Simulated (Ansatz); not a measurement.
**Response to strain in NaBr**

The parent structure is NaBr in the rock salt structure (space group Fm-3m, No. 225; a = 5.948 Å). Axes: x, y, z lie along the cube axes.

Strains are applied to the cell and any free atomic positions relax; under biaxial strain the out-of-plane vector relaxes too.

The values are results of r2SCAN (Ansatz, a quantum-chemistry and plane-wave program, PAW, no SOC), not measurements.

Notes on the quantities. energy relative to the base: free energy F; pressure: mean of the normal stresses, compression positive.

```csv
variant,band gap,energy relative to the base,space group,pressure
base,4.98 eV,0 meV/atom,Fm-3m (No. 225),0.00 GPa
"biaxial strain −4.38 %, plane normal [001], relaxed out of plane",5.21 eV,+20 meV/atom,I4/mmm (No. 139),2.13 GPa
"biaxial strain +0.61 %, plane normal [001], relaxed out of plane",4.95 eV,+0.3 meV/atom,I4/mmm (No. 139),-0.21 GPa
"biaxial strain +2.76 %, plane normal [001], relaxed out of plane",4.83 eV,+5.9 meV/atom,I4/mmm (No. 139),-0.81 GPa
"biaxial strain +3.71 %, plane normal [111], relaxed out of plane",(withheld),+8.2 meV/atom,R-3m (No. 166),-0.85 GPa
isotropic strain +2.44 %,4.76 eV,+9.0 meV/atom,Fm-3m (No. 225),-1.36 GPa
uniaxial strain ε_xx = +1.05 %,4.94 eV,+0.4 meV/atom,I4/mmm (No. 139),(withheld)
uniaxial strain ε_xx = +2.88 %,4.88 eV,+2.8 meV/atom,I4/mmm (No. 139),-0.55 GPa
uniaxial strain ε_yy = −3.73 %,5.10 eV,+6.4 meV/atom,I4/mmm (No. 139),1.03 GPa
tensor shear ε_xz = −3.73 %,4.79 eV,+5.0 meV/atom,Immm (No. 71),0.03 GPa
```

Question: Some entries are withheld; estimate them.

Answer: 
- biaxial strain +3.71 %, plane normal [111], relaxed out of plane, band gap: 4.66 eV
- uniaxial strain ε_xx = +1.05 %, pressure: -0.22 GPa

Stability against distortions was not tested.
